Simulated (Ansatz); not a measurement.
Bi2Se3 (Paraguanajuatite):

```
Bi Se
1.0
     2.07150    1.19598    9.54533
    -2.07150    1.19598    9.54533
     0.00000   -2.39196    9.54533
Bi Se
2 3
Direct
  0.59920 0.59920 0.59920
  0.40080 0.40080 0.40080
  0.78830 0.78830 0.78830
  0.21170 0.21170 0.21170
  0.00000 0.00000 0.00000
```

Base run:

* Program: Ansatz 0.2.0
* Functional: PBEsol
* Potentials or basis: Ansatz PAW
* Cutoff: 420 eV (not typed: the program's choice for these potentials)
* k mesh: 8 × 8 × 8
* Occupations: fermi-dirac, width 0.05 eV
* Spin: no spin polarisation

Its results: band gap on the k mesh 0.14 eV, direct; pressure -0.3 GPa; largest force 0.154 eV/Å.

Problem. The run is repeated on the same cell with these changes: functional from PBEsol to BLYP. What comes out?

Solution. Band gap on the k mesh 0.27 eV, direct; pressure 6.3 GPa; largest force 0.305 eV/Å.

BLYP binds less tightly than PBEsol, so the same cell stands under more pressure.

Caveats: spin-orbit coupling is left out, which as a rule narrows the gap of such compounds by several tenths of an eV; the PAW data sets come from PBE, with cores solved anew for the run's functional, which leaves a small shift of forces and pressure; the density of states is complete only up to the lowest level of the last band computed.

A k mesh can miss the band edges.
